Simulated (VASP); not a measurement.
# H (Cmcm) in VASP: further runs, part 2 of 2

VASP 6.6.1. The steps go on from the part before.

## 3. Single point, PBEsol (one atom moved)

The input, INCAR:

```
SYSTEM = H
PREC = Accurate ; ENCUT = 520
EDIFF = 1E-7 ; ISMEAR = 0
SIGMA = 0.02 ; LREAL = .False.
LASPH = .True. ; NELM = 100
ALGO = Fast ; ISIF = 2
LWAVE = .False. ; LCHARG = .False.
GGA = PS ; NBANDS = 10
```

The input, KPOINTS:

```
Automatic mesh
0
Gamma
  8 8 4
  0 0 0
```

The input, POSCAR:

```
H
1.0
    1.6485318600     -2.7316882300      0.0000000000
    1.6485318600      2.7316882300      0.0000000000
    0.0000000000      0.0000000000      6.3137686200
H
4
Direct
    0.5854936326      0.5258296633      0.9594786396
    0.4321915000      0.5678085000      0.0004850500
    0.4321915000      0.5678085000      0.4995149500
    0.5678085000      0.4321915000      0.5004850500
```

Potentials or basis: VASP PAW PBE potentials, release 64 (H).

On the command line:

```bash
> cat potpaw_PBE.64/H/POTCAR > POTCAR
> mpirun -np 1 vasp_std > vasp.out
```

OUTCAR:

```text
SYSTEM = H
   PREC = Accurate
   ENCUT = 520
   EDIFF = 1E-7
   ISMEAR = 0
   LREAL = .False.
   LASPH = .True.
   NELM = 100
   ISIF = 2
   GGA = PS

 ion  position               nearest neighbor table
   1  0.585  0.526  0.959-   2 0.62
   2  0.432  0.568  0.000-   1 0.62
   3  0.432  0.568  0.500-   4 0.74
   4  0.568  0.432  0.500-   3 0.74

  LATTYP: Found a base centered orthorhombic cell.
 ALAT       =     3.2970637200
 B/A-ratio  =     1.6570430310
 C/A-ratio  =     1.9149671211

  Lattice vectors:

 A1 = (   1.6485318600,  -2.7316882300,   0.0000000000)
 A2 = (   1.6485318600,   2.7316882300,   0.0000000000)
 A3 = (   0.0000000000,   0.0000000000,   6.3137686200)

Analysis of symmetry for initial positions (statically):
=====================================================================
 Subroutine PRICEL returns:
 Original cell was already a primitive cell.

 Routine SETGRP: Setting up the symmetry group for a
 base centered orthorhombic supercell.

 Subroutine GETGRP returns: Found  1 space group operations
 (whereof  1 operations were pure point group operations)
 out of a pool of  8 trial point group operations.

The static configuration has the point symmetry C_1 .

Analysis of symmetry for dynamics (positions and initial velocities):
=====================================================================
 Subroutine PRICEL returns:
 Original cell was already a primitive cell.

 Routine SETGRP: Setting up the symmetry group for a
 base centered orthorhombic supercell.

 Subroutine GETGRP returns: Found  1 space group operations
 (whereof  1 operations were pure point group operations)
 out of a pool of  8 trial point group operations.

The dynamic configuration has the point symmetry C_1 .

 Subroutine INISYM returns: Found  1 space group operations
 (whereof  1 operations are pure point group operations),
 and found     1 'primitive' translations

----------------------------------------------------------------------------------------

                                     Primitive cell

  volume of cell :      56.8653

  direct lattice vectors                    reciprocal lattice vectors
     1.648531860 -2.731688230  0.000000000     0.303300174 -0.183036993  0.000000000
     1.648531860  2.731688230  0.000000000     0.303300174  0.183036993  0.000000000
     0.000000000  0.000000000  6.313768620     0.000000000  0.000000000  0.158384011

  length of vectors
     3.190576418  3.190576418  6.313768620     0.354250669  0.354250669  0.158384011

  position of ions in fractional coordinates (direct lattice)
     0.585493633  0.525829663  0.959478640
     0.432191500  0.567808500  0.000485050
     0.432191500  0.567808500  0.499514950
     0.567808500  0.432191500  0.500485050

  ion indices of the primitive-cell ions
   primitive index   ion index
                 1           1
                 2           2
                 3           3
                 4           4
[... 31 lines left out ...]
  0.000000  0.125000  0.000000      2.000000
  0.250000  0.000000  0.000000      2.000000
  0.000000  0.250000  0.000000      2.000000
  0.375000  0.000000  0.000000      2.000000
[... 16 lines left out ...]
  0.375000  0.250000  0.000000      2.000000
  0.250000  0.375000  0.000000      2.000000
 [... further k-points ...]
   k-points           NKPTS =    132   k-points in BZ     NKDIM =    132   number of bands    NBANDS=     10
   number of dos      NEDOS =    301   number of ions     NIONS =      4
   total plane-waves  NPLWV =  27648
   dimension x,y,z NGX =    24 NGY =   24 NGZ =   48
   dimension x,y,z NGXF=    48 NGYF=   48 NGZF=   96
   ions per type =               4
   NGX,Y,Z   is equivalent  to a cutoff of  12.51, 12.51, 12.64 a.u.
   NGXF,Y,Z  is equivalent  to a cutoff of  25.01, 25.01, 25.28 a.u.
 SYSTEM =  H
   PREC   = accura    normal or accurate (medium, high low for compatibility)
   ISTART =      0    job   : 0-new  1-cont  2-samecut
   ICHARG =      2    charge: 1-file 2-atom 10-const
   ISPIN  =      1    spin polarized calculation?
   LNONCOLLINEAR =      F non collinear calculations
   LSORBIT =      F    spin-orbit coupling
   LASPH  =      T    aspherical Exc in radial PAW
   ENCUT  =  520.0 eV  38.22 Ry    6.18 a.u.   5.93  5.93 11.74*2*pi/ulx,y,z
   NELM   =    100;   NELMIN=  2; NELMDL= -5     # of ELM steps
   EDIFF  = 0.1E-06   stopping-criterion for ELM
   LREAL  =      F    real-space projection
   EDIFFG = 0.1E-05   stopping-criterion for IOM
   NSW    =      0    number of steps for IOM
   IBRION =     -1    ionic relax: 0-MD 1-quasi-New 2-CG
   NFREE  =      0    steps in history (QN), initial steepest desc. (CG)
   ISIF   =      2    stress and relaxation
   ISYM   =      2    0-nonsym 1-usesym 2-fastsym
   POTIM  = 0.5000    time-step for ionic-motion
   TEBEG  =    0.0;   TEEND  =   0.0 temperature during run
   PSTRESS=    0.0 pullay stress
   NELECT =       4.0000    total number of electrons
   NUPDOWN=      -1.0000    fix difference up-down
   EMIN   =  10.00;   EMAX   =-10.00  energy-range for DOS
   EFERMI =   0.00;   METHOD = LEGACY
   ISMEAR =     0;   SIGMA  =   0.02  broadening in eV -4-tet -1-fermi 0-gaus
   EFERMI_NEDOS =   21; number of points for ismear=-14 and -15
   IALGO  =     68    algorithm
   IMIX   =      4    mixing-type and parameters
     AMIX     =   0.40;   BMIX     =  1.00
     AMIX_MAG =   1.60;   BMIX_MAG =  1.00
  volume/ion in A,a.u.               =      14.22        95.94
  Fermi-wavevector in a.u.,A,eV,Ry     =   0.675791  1.277060  6.213693  0.456694
  Thomas-Fermi vector in A             =   1.752912
   LORBIT       =      0    0 simple, 1 ext, 2 COOP (PROOUT), +10 PAW based schemes
   GGA     = PS    functional components
   LHFCALC =     F    Hartree Fock is set to
   AEXX    =    0.0000 exact exchange contribution
   IVDW    =     0    specifies the selected vdW correction
   LEPSILON=     F    determine dielectric tensor
   LRPA    =     F    only Hartree local field effects (RPA)
 non-spin polarized calculation
 RMM-DIIS sequential band-by-band and
 Gauss-broadening in eV      SIGMA  =   0.02
  energy-cutoff  :      520.00
  volume of cell :       56.87
 maximum number of plane-waves:      1546
   NGX = 11   NGY = 11   NGZ = 23

 number of electron       3.9999998 magnetization

 Free energy of the ion-electron system (eV)
  ---------------------------------------------------
  ext. energy  EPLUGINS =         0.00000000
  ---------------------------------------------------
  free energy    TOTEN  =       -12.60114154 eV

  energy without entropy =      -12.60114154  energy(sigma->0) =      -12.60114154

 E-fermi :  -8.5601     XC(G=0):  -4.6801

 val. band max:       -8.6553921740   @ k =   0.3750   0.3750   0.0000
 cond. band min:       0.0920492958   @ k =   0.5000   0.5000   0.0000
 fundamental gap:      8.7474414698
 Fermi energy:        -8.5600894457

 k-point     1 :       0.0000    0.0000    0.0000
  band No.  band energies     occupation
      1     -10.6252      2.00000
      2      -9.8542      2.00000
      3       0.7445      0.00000
      4       3.6731      0.00000
      5       8.0895      0.00000
      6       8.5293      0.00000
      7       9.5033      0.00000
      8      11.4046      0.00000
      9      12.8208      0.00000
     10      12.9388      0.00000
[... 287 lines left out ...]
 k-point    24 :       0.2500    0.3750    0.0000
  band No.  band energies     occupation
      1      -9.5159      2.00000
      2      -8.7511      2.00000
      3       1.6326      0.00000
      4       3.0865      0.00000
      5       4.1684      0.00000
      6       5.2490      0.00000
      7       5.7151      0.00000
      8       7.4634      0.00000
      9       9.4944      0.00000
     10      10.7953      0.00000

 [... further k-points ...]

------------------------ aborting loop because EDIFF is reached ----------------------------------------

  FORCE on cell =-STRESS in cart. coord.  units (eV):
  Direction    XX          YY          ZZ          XY          YZ          ZX
  --------------------------------------------------------------------------------------
  -------------------------------------------------------------------------------------
  Total        0.3882031      3.8408245      0.8059204     -1.1763735      1.6601233     -0.5695456
  in kB       10.9376107    108.2151124     22.7067823    -33.1442874     46.7739213    -16.0469295
  external PRESSURE =      47.2865018 kB  Pullay stress =       0.0000000 kB

 VOLUME and BASIS-vectors are now :
 -----------------------------------------------------------------------------
  energy-cutoff  :      520.00
  volume of cell :       56.87
      direct lattice vectors                 reciprocal lattice vectors
     1.648531860 -2.731688230  0.000000000     0.303300174 -0.183036993  0.000000000
     1.648531860  2.731688230  0.000000000     0.303300174  0.183036993  0.000000000
     0.000000000  0.000000000  6.313768620     0.000000000  0.000000000  0.158384011

 POSITION                                       TOTAL-FORCE (eV/Angst)
 -----------------------------------------------------------------------------------
      1.83205     -0.16298      6.05793         2.200558     -6.400004     -3.110799
      1.64853      0.37046      0.00306        -2.200098      6.401461      3.121145
      1.64853      0.37046      3.15382         0.000404      0.627530     -0.008119
      1.64853     -0.37046      3.15995        -0.000864     -0.628988     -0.002228
 -----------------------------------------------------------------------------------
    total drift:                                0.000107      0.000091      0.000111

  FREE ENERGIE OF THE ION-ELECTRON SYSTEM (eV)
  ---------------------------------------------------
  free  energy   TOTEN  =       -12.6011415425 eV

  energy  without entropy=      -12.6011415425  energy(sigma->0) =      -12.60114154
```

OSZICAR:

```text
N       E                     dE             d eps       ncg     rms          rms(c)
DAV:   1    -0.547139211222E+01   -0.54714E+01   -0.14939E+03  2640   0.276E+02
DAV:   2    -0.137777996469E+02   -0.83064E+01   -0.82149E+01  3440   0.511E+01
DAV:   3    -0.140203293284E+02   -0.24253E+00   -0.24241E+00  3260   0.801E+00
DAV:   4    -0.140210165628E+02   -0.68723E-03   -0.68722E-03  2986   0.510E-01
DAV:   5    -0.140210196927E+02   -0.31300E-05   -0.31299E-05  3012   0.347E-02    0.705E+00
RMM:   6    -0.130275772147E+02    0.99344E+00   -0.22663E-01  2690   0.211E+00    0.386E+00
RMM:   7    -0.125833616012E+02    0.44422E+00   -0.58221E-01  3038   0.370E+00    0.447E-01
RMM:   8    -0.126030651283E+02   -0.19704E-01   -0.23223E-02  2657   0.101E+00    0.298E-01
RMM:   9    -0.126009929811E+02    0.20721E-02   -0.78439E-03  3033   0.532E-01    0.246E-02
RMM:  10    -0.126011321623E+02   -0.13918E-03   -0.73080E-04  3167   0.210E-01    0.141E-02
RMM:  11    -0.126011390408E+02   -0.68785E-05   -0.12269E-04  3278   0.824E-02    0.517E-03
RMM:  12    -0.126011413094E+02   -0.22686E-05   -0.16099E-05  3034   0.329E-02    0.342E-03
RMM:  13    -0.126011414704E+02   -0.16096E-06   -0.20959E-06  3343   0.129E-02    0.761E-04
RMM:  14    -0.126011415425E+02   -0.72086E-07   -0.32449E-07  3060   0.454E-03
   1 F= -.12601142E+02 E0= -.12601142E+02  d E =-.121606E-13
```

It took 34 s on 1 thread of Intel Xeon Platinum 8488C (Sapphire Rapids), shared host; peak memory 0.18 GiB.

What came out:

```
Free energy            : -12.6011 eV
Pressure               : 4.7 GPa
Largest force          : 7.454 eV/Å
Band gap on the k mesh : 8.75 eV, indirect (least direct gap 8.76 eV)
```

Forces on the atoms (eV/Å):
```
H    2.201 -6.400 -3.111
H   -2.200  6.401  3.121
H    0.000  0.628 -0.008
H   -0.001 -0.629 -0.002
```

Stress tensor (GPa, compression positive):
```
 1.09 -3.31 -1.60
-3.31 10.82  4.68
-1.60  4.68  2.27
```

Levels at points of the mesh, in eV from the valence-band top:
| k point | band 1 | band 2 | band 3 | band 4 | band 5 |
| --- | --- | --- | --- | --- | --- |
| (0.00, 0.00, 0.00) | -1.97 | -1.20 | 9.40 | 12.33 | 16.74 |
| (0.50, 0.00, 0.00) | -0.96 | -0.26 | 9.40 | 11.68 | 13.24 |
| (0.00, 0.50, 0.00) | -1.03 | -0.27 | 9.64 | 12.24 | 13.11 |
| (0.50, 0.50, 0.00) | -0.82 | -0.01 | 8.75 | 11.10 | 13.70 |
| (0.00, 0.00, 0.50) | -1.80 | -1.42 | 10.67 | 11.00 | 16.48 |
| (0.50, 0.00, 0.50) | -0.88 | -0.36 | 10.06 | 10.40 | 14.56 |
| (0.00, 0.50, 0.50) | -0.95 | -0.36 | 10.09 | 11.04 | 14.44 |
| (0.50, 0.50, 0.50) | -0.76 | -0.09 | 9.09 | 10.26 | 14.80 |

Caveat: the PAW data sets were made with another functional, which shifts forces and pressure a little.
